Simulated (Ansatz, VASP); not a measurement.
# Two plane-wave programs on Rh

Contents of POSCAR:

```
Rh
1.0
    2.6917446234      0.0000000000      0.0000000000
   -1.3458723117      2.3311192244      0.0000000000
    0.0000000000      0.0000000000      8.7980701300
Rh
4
Direct
    0.6666666667      0.3333333333      0.7500000000
    0.0000000000      0.0000000000      0.5000000000
    0.3333333333      0.6666666667      0.2500000000
    0.0000000000      0.0000000000      0.0000000000
```

File INCAR.step1:

```
SYSTEM = Rh
PREC = Accurate
ENCUT = 520
ISMEAR = -1
SIGMA = 0.05
LREAL = .FALSE.
LASPH = .TRUE.
NELM = 60
NBANDS = 38
GGA = PE
ALGO = Normal
EDIFF = 1E-4
LWAVE = .TRUE.
LCHARG = .FALSE.
```

The input INCAR.step2:

```
SYSTEM = Rh
PREC = Accurate
ENCUT = 520
EDIFF = 1E-6
ISMEAR = -1
SIGMA = 0.05
LREAL = .FALSE.
LASPH = .TRUE.
NELM = 60
ALGO = Normal
ISIF = 2
LWAVE = .FALSE.
LCHARG = .FALSE.
METAGGA = R2SCAN
LMIXTAU = .TRUE.
NBANDS = 38
ISTART = 1
```

The input KPOINTS:

```
regular mesh
0
G
  11 11 3
  0 0 0
```

File input.yaml:

```yaml
crystal:
  lattice:
    - [2.6917446234, 0.0, 0.0]
    - [-1.3458723117, 2.3311192244, 0.0]
    - [0.0, 0.0, 8.79807013]
  atoms:
    - { symbol: Rh, position: [0.6666666667, 0.3333333333, 0.75] }
    - { symbol: Rh, position: [0.0, 0.0, 0.5] }
    - { symbol: Rh, position: [0.3333333333, 0.6666666667, 0.25] }
    - { symbol: Rh, position: [0.0, 0.0, 0.0] }
hamiltonian:
  xc: r2scan
  pseudopotentials: { kind: paw }
kpoints:
  mp_grid: { grid: [11, 11, 3] }
scf:
  occupations: { method: fermi_dirac, width: 0.05 }
output:
  forces: true
  stress: true
  eigenvalues: true
```

This isn't the form of Rh at room conditions, which is fcc.

Alike in both runs: task single point; functional r2SCAN; k mesh 11 × 11 × 3; occupations fermi-dirac, width 0.05 eV; no spin polarisation.

|  | VASP | Ansatz |
| --- | --- | --- |
| version | VASP 6.6.1 | Ansatz 0.2.0 |
| potentials or method | VASP PAW PBE potentials, release 64 (Rh_pv) | Ansatz PAW |
| plane-wave cutoff (eV) | 520 | 500 |
| valence electrons in the cell | 60 | 68 |

VASP gave:

- gap on the k mesh at the Fermi level (eV): none
- pressure (GPa): 0.0
- largest component of the traceless stress (GPa): 1.01

Question: Estimate Ansatz's values.

Answer: gap on the k mesh at the Fermi level (eV): none; pressure (GPa): -1.2; largest component of the traceless stress (GPa): 1.00.

A gap of «none» marks a metal or a gap that the smearing closes. With one functional, cell and mesh, what is left measures potentials, basis and numerics. The two sets of potentials don't hold the same shells in valence.

Caveats: the PAW data sets were made with another functional, which shifts forces and pressure a little (VASP); the PAW data sets come from PBE, with cores solved anew for the run's functional, which leaves a small shift of forces and pressure (Ansatz).
